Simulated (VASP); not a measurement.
**VASP 6.6.1 run: ZnS**

INCAR

```
ISIF = 3
LASPH = .TRUE.
LWAVE = .FALSE.
LCHARG = .FALSE.
ENCUT = 600
SIGMA = 0.02
IBRION = 2
ISMEAR = -1
NSW = 40
GGA = PS
PREC = Accurate
NBANDS = 16
EDIFFG = -5E-3
EDIFF = 1E-5
NELM = 87
LREAL = .FALSE.
```

KPOINTS

```
KPOINTS created by Atomic Simulation Environment
0
Gamma
8 8 8
0 0 0
```

POSCAR

```
Zn S
 1.0000000000000000
    -0.0000000000000000    2.5518826694687036    2.5518826694687036
     2.5518826694687036   -0.0000000000000000    2.5518826694687036
     2.5518826694687036    2.5518826694687036   -0.0000000000000000
 Zn  S
   1   1
Cartesian
 -0.0000000000000000 -0.0000000000000000 -0.0000000000000000
  2.5518826694687031  2.5518826694687031  2.5518826694687031
```

The recommended PBE PAW datasets give the neutral cell 18 valence electrons.

Command

```
mpirun -np 1 vasp_std
```

Task: How does this run end, and what does it give?

Result: It converged. Results: relaxed cell vector lengths 3.553, 3.553, 3.553 Å; relaxed cell volume 31.72 Å³.

OSZICAR

```
N       E                     dE             d eps       ncg     rms          rms(c)
DAV:   1     0.934924513617E+02    0.93492E+02   -0.99169E+03   936   0.158E+03
DAV:   2    -0.142267699985E+01   -0.94915E+02   -0.88356E+02  1024   0.292E+02
DAV:   3    -0.741407596187E+01   -0.59914E+01   -0.59499E+01  1144   0.666E+01
DAV:   4    -0.747128903152E+01   -0.57213E-01   -0.57202E-01  1096   0.654E+00
DAV:   5    -0.747182263292E+01   -0.53360E-03   -0.53359E-03  1160   0.651E-01    0.669E+00
DAV:   6    -0.705601507902E+01    0.41581E+00   -0.81355E-01  1304   0.304E+01    0.525E+00
DAV:   7    -0.703172022190E+01    0.24295E-01   -0.15725E-01  1104   0.419E+00    0.251E+00
DAV:   8    -0.702713857143E+01    0.45817E-02   -0.46455E-03  1336   0.105E+00    0.494E-01
DAV:   9    -0.702683010536E+01    0.30847E-03   -0.11172E-03  1136   0.309E-01    0.675E-02
DAV:  10    -0.702685542218E+01   -0.25317E-04   -0.12103E-04  1192   0.102E-01    0.192E-02
...
DAV:   2    -0.704838451850E+01    0.76807E-05   -0.22961E-05   704   0.137E-01
   5 F= -.70483845E+01 E0= -.70480284E+01  d E =-.740117E-05
       N       E                     dE             d eps       ncg     rms          rms(c)
DAV:   1    -0.704838729046E+01    0.49088E-05   -0.11073E-05   464   0.725E-02    0.969E-03
DAV:   2    -0.704838591361E+01    0.13769E-05   -0.29436E-06   464   0.494E-02
   6 F= -.70483859E+01 E0= -.70480298E+01  d E =-.879628E-05
       N       E                     dE             d eps       ncg     rms          rms(c)
DAV:   1    -0.704839389743E+01   -0.66070E-05   -0.44251E-05   696   0.140E-01    0.154E-02
DAV:   2    -0.704839011443E+01    0.37830E-05   -0.99315E-06   472   0.918E-02
   7 F= -.70483901E+01 E0= -.70480340E+01  d E =-.129971E-04
```

| ionic step | ΔE (meV/atom) | volume (Å³) | largest force (eV/Å) | pressure (GPa) | electronic steps |
| --- | --- | --- | --- | --- | --- |
| 1 | 0.0 | 33.24 | 0.000 | -4.24 | 11 |
| 2 | -9.4 | 31.17 | 0.000 | 2.31 | 7 |
| 3 | -10.8 | 31.71 | 0.000 | 0.07 | 6 |
| 4 | -10.8 | 31.74 | 0.000 | -0.27 | 4 |
| 5 | -10.8 | 31.73 | 0.000 | -0.07 | 2 |
| 6 | -10.8 | 31.73 | 0.000 | -0.08 | 2 |
| 7 | -10.8 | 31.72 | 0.000 | -0.05 | 2 |

For comparison, a separate PBEsol relaxation on usual settings, not on those above, ends at 31.68 Å³.
